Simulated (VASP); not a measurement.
# AlN (P6_3/mmc) in VASP: further runs

One crystal, AlN, is run at these levels: PBE; tasks: single point, relaxation of cell and atoms.

Program: VASP 6.6.1. These are calculated values, not measurements. Logs are shortened: lines on timing, memory, paths and dates and some standing lists are left out, and cuts for length are marked.

## 1. The crystal as given

It takes space group P6_3/mmc (No. 194, hexagonal). The conventional cell has a = 3.314 Å, b = 3.314 Å, c = 4.187 Å, α = 90.00°, β = 90.00°, γ = 120.00°. Al (site symmetry -6m2) is surrounded by 5 N at 1.91 to 2.09 Å. N (site symmetry -6m2) has 5 Al at 1.91 to 2.09 Å as nearest neighbours.

Measurements of this composition are mostly on another form, of space group No. 186.

## 2. Single point, PBE

The input, INCAR:

```
PREC     = Accurate       # precision mode
ENCUT    = 520            # plane-wave cutoff, eV
EDIFF    = 1E-6           # SCF threshold, eV
ISMEAR   = 0              # smearing method
SIGMA    = 0.02           # smearing width, eV
LREAL    = False          # projectors in reciprocal space
LASPH    = True           # aspherical terms in the spheres
NELM     = 100            # most SCF steps
ALGO     = Normal         # electronic algorithm
ISIF     = 2              # what is computed and relaxed
LWAVE    = False          # write WAVECAR
LCHARG   = True           # write CHGCAR
GGA      = PE             # functional
LELF     = True           # ELF
LVHAR    = True         
NBANDS   = 16             # bands
```

The input, KPOINTS:

```
regular mesh
0
Gamma
  9 9 6
```

The input, POSCAR:

```
AlN
1.0
    3.3137214412      0.0000000000      0.0000000000
   -1.6568607206      2.8697669491      0.0000000000
    0.0000000000      0.0000000000      4.1865009557
Al N
2 2
Direct
    0.3333333333      0.6666666667      0.7500000000
    0.6666666667      0.3333333333      0.2500000000
    0.3333333333      0.6666666667      0.2500000000
    0.6666666667      0.3333333333      0.7500000000
```

Potentials or basis: VASP PAW PBE potentials, release 64 (Al, N).

Command:

```console
cat potpaw_PBE.64/Al/POTCAR potpaw_PBE.64/N/POTCAR > POTCAR
mpirun -np 1 vasp_std > vasp.out
```

OUTCAR:

```text
PREC = Accurate
   ENCUT = 520
   EDIFF = 1E-6
   ISMEAR = 0
   LREAL = False
   LASPH = True
   NELM = 100
   ISIF = 2
   GGA = PE

 ion  position               nearest neighbor table
   1  0.333  0.667  0.750-   4 1.91   4 1.91   4 1.91   3 2.09   3 2.09   2 2.84   2 2.84   2 2.84
                             2 2.84   2 2.84   2 2.84
   2  0.667  0.333  0.250-   3 1.91   3 1.91   3 1.91   4 2.09   4 2.09   1 2.84   1 2.84   1 2.84
                             1 2.84   1 2.84   1 2.84
   3  0.333  0.667  0.250-   2 1.91   2 1.91   2 1.91   1 2.09   1 2.09
   4  0.667  0.333  0.750-   1 1.91   1 1.91   1 1.91   2 2.09   2 2.09

  LATTYP: Found a hexagonal cell.
 ALAT       =     3.3137214412
 C/A-ratio  =     1.2633834889

  Lattice vectors:

 A1 = (   3.3137214412,   0.0000000000,   0.0000000000)
 A2 = (  -1.6568607206,   2.8697669491,   0.0000000000)
 A3 = (   0.0000000000,   0.0000000000,   4.1865009557)

Analysis of symmetry for initial positions (statically):
=====================================================================
 Subroutine PRICEL returns:
 Original cell was already a primitive cell.

 Routine SETGRP: Setting up the symmetry group for a
 hexagonal supercell.

 Subroutine GETGRP returns: Found 24 space group operations
 (whereof 12 operations were pure point group operations)
 out of a pool of 24 trial point group operations.

The static configuration has the point symmetry D_3d.
 The point group associated with its full space group is D_6h.

Analysis of symmetry for dynamics (positions and initial velocities):
=====================================================================
 Subroutine PRICEL returns:
 Original cell was already a primitive cell.

 Routine SETGRP: Setting up the symmetry group for a
 hexagonal supercell.

 Subroutine GETGRP returns: Found 24 space group operations
 (whereof 12 operations were pure point group operations)
 out of a pool of 24 trial point group operations.

The dynamic configuration has the point symmetry D_3d.
 The point group associated with its full space group is D_6h.

 Subroutine INISYM returns: Found 24 space group operations
 (whereof 12 operations are pure point group operations),
 and found     1 'primitive' translations

----------------------------------------------------------------------------------------

                                     Primitive cell
[... 92 lines left out ...]
   LASPH  =      T    aspherical Exc in radial PAW
   ENCUT  =  520.0 eV  38.22 Ry    6.18 a.u.   6.16  6.16  7.78*2*pi/ulx,y,z
   NELM   =    100;   NELMIN=  2; NELMDL= -5     # of ELM steps
   EDIFF  = 0.1E-05   stopping-criterion for ELM
   LREAL  =      F    real-space projection
   EDIFFG = 0.1E-04   stopping-criterion for IOM
   NSW    =      0    number of steps for IOM
   IBRION =     -1    ionic relax: 0-MD 1-quasi-New 2-CG
   NFREE  =      0    steps in history (QN), initial steepest desc. (CG)
   ISIF   =      2    stress and relaxation
   ISYM   =      2    0-nonsym 1-usesym 2-fastsym
   POTIM  = 0.5000    time-step for ionic-motion
   TEBEG  =    0.0;   TEEND  =   0.0 temperature during run
   PSTRESS=    0.0 pullay stress
   NELECT =      16.0000    total number of electrons
   NUPDOWN=      -1.0000    fix difference up-down
   EMIN   =  10.00;   EMAX   =-10.00  energy-range for DOS
   EFERMI =   0.00;   METHOD = LEGACY
   ISMEAR =     0;   SIGMA  =   0.02  broadening in eV -4-tet -1-fermi 0-gaus
   EFERMI_NEDOS =   21; number of points for ismear=-14 and -15
   IALGO  =     38    algorithm
   IMIX   =      4    mixing-type and parameters
     AMIX     =   0.40;   BMIX     =  1.00
     AMIX_MAG =   1.60;   BMIX_MAG =  1.00
  volume/ion in A,a.u.               =       9.95        67.17
  Fermi-wavevector in a.u.,A,eV,Ry     =   1.208120  2.283017 19.858450  1.459555
  Thomas-Fermi vector in A             =   2.343738
   LORBIT       =      0    0 simple, 1 ext, 2 COOP (PROOUT), +10 PAW based schemes
   GGA     = PE    functional components
   LHFCALC =     F    Hartree Fock is set to
   AEXX    =    0.0000 exact exchange contribution
   IVDW    =     0    specifies the selected vdW correction
   LEPSILON=     F    determine dielectric tensor
   LRPA    =     F    only Hartree local field effects (RPA)
 non-spin polarized calculation
 Gauss-broadening in eV      SIGMA  =   0.02
  energy-cutoff  :      520.00
  volume of cell :       39.81
 maximum number of plane-waves:      1090
 NGX is ok and might be reduce to    28
   NGX = 13   NGY = 13   NGZ = 15

 number of electron      15.9999999 magnetization

 Free energy of the ion-electron system (eV)
  ---------------------------------------------------
  ext. energy  EPLUGINS =         0.00000000
  ---------------------------------------------------
  free energy    TOTEN  =       -29.31894417 eV

  energy without entropy =      -29.31894417  energy(sigma->0) =      -29.31894417

 E-fermi :   8.1101     XC(G=0): -11.1576

 val. band max:        7.9383904782   @ k =   0.0000   0.0000   0.0000
 cond. band min:      11.2041321914   @ k =   0.0000   0.0000   0.0000
 fundamental gap:      3.2657417133
 Fermi energy:         8.1101479482

 k-point     1 :       0.0000    0.0000    0.0000
  band No.  band energies     occupation
      1      -8.8368      2.00000
      2      -5.2161      2.00000
      3       1.0850      2.00000
      4       4.6727      2.00000
      5       4.6727      2.00000
      6       6.3357      2.00000
[... 433 lines left out ...]
      3       1.4378      2.00000
      4       2.3876      2.00000
      5       2.3876      2.00000
      6       4.9314      2.00000
[... 8 lines left out ...]
     15      19.1720      0.00000
     16      20.9586      0.00000

 [... further k-points ...]
[... 5 lines left out ...]
  --------------------------------------------------------------------------------------
  -------------------------------------------------------------------------------------
  Total       -0.0531889     -0.0531889     -0.0095252      0.0000000      0.0000000     -0.0000000
  in kB       -2.1405128     -2.1405128     -0.3833278      0.0000000      0.0000000     -0.0000000
  external PRESSURE =      -1.5547845 kB  Pullay stress =       0.0000000 kB

 VOLUME and BASIS-vectors are now :
 -----------------------------------------------------------------------------
  energy-cutoff  :      520.00
  volume of cell :       39.81
      direct lattice vectors                 reciprocal lattice vectors
     3.313721441  0.000000000  0.000000000     0.301775517  0.174230176  0.000000000
    -1.656860721  2.869766949  0.000000000     0.000000000  0.348460352  0.000000000
     0.000000000  0.000000000  4.186500956     0.000000000  0.000000000  0.238862958

 POSITION                                       TOTAL-FORCE (eV/Angst)
 -----------------------------------------------------------------------------------
     -0.00000      1.91318      3.13988        -0.000000      0.000000      0.000000
      1.65686      0.95659      1.04663         0.000000     -0.000000      0.000000
     -0.00000      1.91318      1.04663        -0.000000     -0.000000      0.000000
      1.65686      0.95659      3.13988         0.000000     -0.000000      0.000000
 -----------------------------------------------------------------------------------
    total drift:                                0.000000     -0.000000      0.000000

  FREE ENERGIE OF THE ION-ELECTRON SYSTEM (eV)
  ---------------------------------------------------
  free  energy   TOTEN  =       -29.3189441655 eV

  energy  without entropy=      -29.3189441655  energy(sigma->0) =      -29.31894417
```

OSZICAR:

```text
N       E                     dE             d eps       ncg     rms          rms(c)
DAV:   1     0.404783825922E+02    0.40478E+02   -0.73468E+03  1536   0.902E+02
DAV:   2    -0.304716041242E+02   -0.70950E+02   -0.65162E+02  2200   0.186E+02
DAV:   3    -0.337844920370E+02   -0.33129E+01   -0.33036E+01  1832   0.420E+01
DAV:   4    -0.338044446040E+02   -0.19953E-01   -0.19951E-01  1872   0.362E+00
DAV:   5    -0.338047121210E+02   -0.26752E-03   -0.26752E-03  1808   0.421E-01    0.117E+01
DAV:   6    -0.293349605002E+02    0.44698E+01   -0.91052E+00  1968   0.226E+01    0.388E+00
DAV:   7    -0.293387226471E+02   -0.37621E-02   -0.70788E-01  1768   0.589E+00    0.284E+00
DAV:   8    -0.293269381916E+02    0.11784E-01   -0.85773E-02  1656   0.255E+00    0.882E-01
DAV:   9    -0.293184585032E+02    0.84797E-02   -0.17341E-02  1920   0.106E+00    0.281E-01
DAV:  10    -0.293190459848E+02   -0.58748E-03   -0.30839E-03  1768   0.365E-01    0.162E-01
DAV:  11    -0.293189425554E+02    0.10343E-03   -0.20504E-04  1792   0.115E-01    0.443E-02
DAV:  12    -0.293189446278E+02   -0.20724E-05   -0.15734E-05  1760   0.313E-02    0.768E-03
DAV:  13    -0.293189441655E+02    0.46237E-06   -0.55741E-06  1880   0.178E-02
   1 F= -.29318944E+02 E0= -.29318944E+02  d E =-.216730E-36
```

Run time: 16 s. Hardware: 1 thread of Intel Xeon Platinum 8488C (Sapphire Rapids), shared host; peak memory 0.17 GiB.

What came out:

```
Free energy            : -29.3189 eV
Pressure               : -0.2 GPa
Band gap on the k mesh : 3.27 eV, direct
```

## 3. Relaxation of cell and atoms, PBE

The input, INCAR:

```
SYSTEM = AlN
  ALGO = Fast
  EDIFF = 1E-7
  EDIFFG = -0.002
  ENCUT = 600
  GGA = PE
  IBRION = 2
  ISIF = 3
  ISMEAR = 0
  LASPH = .TRUE.
  LCHARG = .FALSE.
  LREAL = .FALSE.
  LWAVE = .FALSE.
  NELM = 100
  NSW = 100
  PREC = Accurate
  SIGMA = 0.02
```

The input, KPOINTS:

```
k-points
0
G
  9 9 6
  0 0 0
```

The input, POSCAR:

```
AlN
1.0
    3.3121157400      0.0000000000      0.0000000000
   -1.6560578700      2.8683763700      0.0000000000
    0.0000000000      0.0000000000      4.1875630000
Al N
2 2
Direct
    0.3333333300      0.6666666700      0.7500000000
    0.6666666700      0.3333333300      0.2500000000
    0.3333333300      0.6666666700      0.2500000000
    0.6666666700      0.3333333300      0.7500000000
```

Potentials or basis: VASP PAW PBE potentials, release 64 (Al, N).

Command:

```console
cat potpaw_PBE.64/Al/POTCAR potpaw_PBE.64/N/POTCAR > POTCAR
mpirun -np 1 vasp_std > vasp.out
```

OUTCAR:

```text
SYSTEM = AlN
   EDIFF = 1E-7
   EDIFFG = -0.002
   ENCUT = 600
   GGA = PE
   IBRION = 2
   ISIF = 3
   ISMEAR = 0
   LASPH = .TRUE.
   LREAL = .FALSE.
   NELM = 100
   NSW = 100
   PREC = Accurate

 ion  position               nearest neighbor table
   1  0.333  0.667  0.750-   4 1.91   4 1.91   4 1.91   3 2.09   3 2.09   2 2.84   2 2.84   2 2.84
                             2 2.84   2 2.84   2 2.84
   2  0.667  0.333  0.250-   3 1.91   3 1.91   3 1.91   4 2.09   4 2.09   1 2.84   1 2.84   1 2.84
                             1 2.84   1 2.84   1 2.84
   3  0.333  0.667  0.250-   2 1.91   2 1.91   2 1.91   1 2.09   1 2.09
   4  0.667  0.333  0.750-   1 1.91   1 1.91   1 1.91   2 2.09   2 2.09

  LATTYP: Found a hexagonal cell.
 ALAT       =     3.3121157400
 C/A-ratio  =     1.2643166268

  Lattice vectors:

 A1 = (   3.3121157400,   0.0000000000,   0.0000000000)
 A2 = (  -1.6560578700,   2.8683763700,   0.0000000000)
 A3 = (   0.0000000000,   0.0000000000,   4.1875630000)

Analysis of symmetry for initial positions (statically):
=====================================================================
 Subroutine PRICEL returns:
 Original cell was already a primitive cell.

 Routine SETGRP: Setting up the symmetry group for a
 hexagonal supercell.

 Subroutine GETGRP returns: Found 24 space group operations
 (whereof 12 operations were pure point group operations)
 out of a pool of 24 trial point group operations.

The static configuration has the point symmetry D_3d.
 The point group associated with its full space group is D_6h.

Analysis of symmetry for dynamics (positions and initial velocities):
=====================================================================
 Subroutine PRICEL returns:
 Original cell was already a primitive cell.

 Routine SETGRP: Setting up the symmetry group for a
 hexagonal supercell.

 Subroutine GETGRP returns: Found 24 space group operations
 (whereof 12 operations were pure point group operations)
 out of a pool of 24 trial point group operations.

The dynamic configuration has the point symmetry D_3d.
[... 145 lines left out ...]
--------------------------------------- Ionic step        1  -------------------------------------------

 number of electron      16.0000002 magnetization

 Free energy of the ion-electron system (eV)
  ---------------------------------------------------
  ext. energy  EPLUGINS =         0.00000000
  ---------------------------------------------------
  free energy    TOTEN  =       -29.32201881 eV

  energy without entropy =      -29.32201881  energy(sigma->0) =      -29.32201881

------------------------ aborting loop because EDIFF is reached ----------------------------------------

  FORCE on cell =-STRESS in cart. coord.  units (eV):
  Direction    XX          YY          ZZ          XY          YZ          ZX
  --------------------------------------------------------------------------------------
  -------------------------------------------------------------------------------------
  Total       -0.0357881     -0.0357881     -0.0316363      0.0000000      0.0000000      0.0000000
  in kB       -1.4412738     -1.4412738     -1.2740716      0.0000000      0.0000000      0.0000000
  external PRESSURE =      -1.3855397 kB  Pullay stress =       0.0000000 kB
[... 63 lines left out ...]
--------------------------------------- Ionic step        3  -------------------------------------------

 number of electron      16.0000002 magnetization

 Free energy of the ion-electron system (eV)
  ---------------------------------------------------
  ext. energy  EPLUGINS =         0.00000000
  ---------------------------------------------------
  free energy    TOTEN  =       -29.32202883 eV

  energy without entropy =      -29.32202883  energy(sigma->0) =      -29.32202883

 E-fermi :   8.0748     XC(G=0): -11.1638

 val. band max:        7.9566648574   @ k =   0.0000   0.0000   0.0000
 cond. band min:      11.2298794979   @ k =   0.0000   0.0000   0.0000
 fundamental gap:      3.2732146405
 Fermi energy:         8.0747755255

 k-point     1 :       0.0000    0.0000    0.0000
  band No.  band energies     occupation
      1      -8.8325      2.00000
      2      -5.2093      2.00000
      3       1.0896      2.00000
      4       4.6860      2.00000
      5       4.6860      2.00000
      6       6.3468      2.00000
      7       6.3468      2.00000
      8       7.9567      2.00000
      9      11.2299      0.00000
     10      12.3645      0.00000
     11      16.2004      0.00000
     12      16.2004      0.00000
[... 331 lines left out ...]
 k-point    24 :       0.3333    0.3333    0.1667
  band No.  band energies     occupation
      1      -6.2503      2.00000
      2      -6.2503      2.00000
      3       1.4447      2.00000
      4       2.3977      2.00000
      5       2.3977      2.00000
      6       4.9376      2.00000
      7       5.3681      2.00000
      8       5.3681      2.00000
      9      13.7438      0.00000
     10      14.2519      0.00000
     11      16.6850      0.00000
     12      16.6850      0.00000

 [... further k-points ...]
[... 5 lines left out ...]
  --------------------------------------------------------------------------------------
  -------------------------------------------------------------------------------------
  Total        0.0024697      0.0024697     -0.0007117      0.0000000      0.0000000      0.0000000
  in kB        0.0995207      0.0995207     -0.0286790      0.0000000      0.0000000      0.0000000
  external PRESSURE =       0.0567874 kB  Pullay stress =       0.0000000 kB
[... 19 lines left out ...]
  FREE ENERGIE OF THE ION-ELECTRON SYSTEM (eV)
  ---------------------------------------------------
  free  energy   TOTEN  =       -29.3220288326 eV

  energy  without entropy=      -29.3220288326  energy(sigma->0) =      -29.32202883

 reached required accuracy - stopping structural energy minimisation
```

CONTCAR:

```text
AlN
   1.00000000000000
     3.3114251254018492    0.0000000000000000    0.0000000000000000
    -1.6557125627009246    2.8677782802144742    0.0000000000000000
     0.0000000000000000    0.0000000000000000    4.1867911392697108
  Al              N
     2     2
Direct
     0.3333333300000021    0.6666666699999979    0.7500000000000000
     0.6666666699999979    0.3333333300000021    0.2500000000000000
     0.3333333300000021    0.6666666699999979    0.2500000000000000
     0.6666666699999979    0.3333333300000021    0.7500000000000000

  0.00000000E+00  0.00000000E+00  0.00000000E+00
  0.00000000E+00  0.00000000E+00  0.00000000E+00
  0.00000000E+00  0.00000000E+00  0.00000000E+00
  0.00000000E+00  0.00000000E+00  0.00000000E+00
```

It took 32 s on 1 thread of Intel Xeon Platinum 8488C (Sapphire Rapids), shared host; peak memory 0.17 GiB.

Results:

```yaml
Free_energy: -29.3220 eV
Relaxed_volume: 9.94 Å³/atom
Relaxed_cell: a = 3.311 Å, b = 3.311 Å, c = 4.187 Å, α = 90.00°, β = 90.00°, γ = 120.00°
Space_group_after_relaxing_to_0.05_Å: P6_3/mmc (No. 194)
Energy_gained_by_relaxing: 0.0 meV/atom
Ionic_steps: 3
Pressure_after_relaxing: 0.0 GPa
Band_gap_on_the_k_mesh: 3.27 eV, direct
```

Final structure:
```cif
data_structure
_symmetry_space_group_name_H-M 'P 1'
_symmetry_Int_Tables_number 1
_cell_length_a 3.3114
_cell_length_b 3.3114
_cell_length_c 4.1868
_cell_angle_alpha 90.000
_cell_angle_beta 90.000
_cell_angle_gamma 120.000
_cell_volume 39.76
loop_
_atom_site_label
_atom_site_type_symbol
_atom_site_fract_x
_atom_site_fract_y
_atom_site_fract_z
_atom_site_occupancy
Al1 Al 0.33333 0.66667 0.75000 1
Al2 Al 0.66667 0.33333 0.25000 1
N1 N 0.33333 0.66667 0.25000 1
N2 N 0.66667 0.33333 0.75000 1
```

A hybrid or GW would open this gap; PBE tends to underestimate it.

## 4. Single point, PBE

The input, INCAR:

```
PREC     = Accurate       # precision mode
ENCUT    = 520            # plane-wave cutoff, eV
EDIFF    = 1E-6           # SCF threshold, eV
ISMEAR   = 0              # smearing method
SIGMA    = 0.1            # smearing width, eV
LREAL    = F              # projectors in reciprocal space
LASPH    = T              # aspherical terms in the spheres
NELM     = 100            # most SCF steps
ALGO     = Normal         # electronic algorithm
ISIF     = 2              # what is computed and relaxed
LWAVE    = F              # write WAVECAR
LCHARG   = T              # write CHGCAR
GGA      = PE             # functional
LELF     = T              # ELF
LVHAR    = T            
NBANDS   = 16             # bands
```

The input, KPOINTS:

```
regular mesh
0
Gamma
  6 6 4
```

POSCAR is that of step 3.

Command:

```console
cat potpaw_PBE.64/Al/POTCAR potpaw_PBE.64/N/POTCAR > POTCAR
mpirun -np 1 vasp_std > vasp.out
```

Run time: 8.3 s. Hardware: 1 thread of Intel Xeon Platinum 8488C (Sapphire Rapids), shared host; peak memory 0.16 GiB.

Results (log left out):

```
Free energy            : -29.3187 eV
Pressure               : 0.0 GPa
Band gap on the k mesh : 3.27 eV, direct
```

Levels at points of the mesh, in eV from the valence-band top:
```
           k point  band 6  band 7  band 8  band 9  band 10  band 11
(0.00, 0.00, 0.00)   -1.61   -1.61    0.00    3.27     4.40     8.24
(0.50, 0.00, 0.00)   -4.31   -2.88   -1.46    3.88     7.08     7.21
(0.00, 0.00, 0.50)   -2.48   -2.48   -2.48    5.66     5.66     8.43
(0.50, 0.00, 0.50)   -3.24   -1.74   -1.74    5.07     5.07     9.25
```

## 5. The runs side by side

```tsv
task	cell	k mesh	cutoff (eV)	smearing	gap on the mesh (eV)	pressure (GPa)
single point	as given	9 × 9 × 6	520	gaussian 0.02 eV	3.27	-0.2
relaxation of cell and atoms	relaxed	9 × 9 × 6	600	gaussian 0.02 eV	3.27	0.0
single point	as given	6 × 6 × 4	520	gaussian 0.1 eV	3.27	0.0
```

Alike in all rows: level PBE; potentials or basis VASP PAW PBE potentials, release 64 (Al, N); no spin polarisation.

Absolute energies hang on the potentials; compare differences alone.
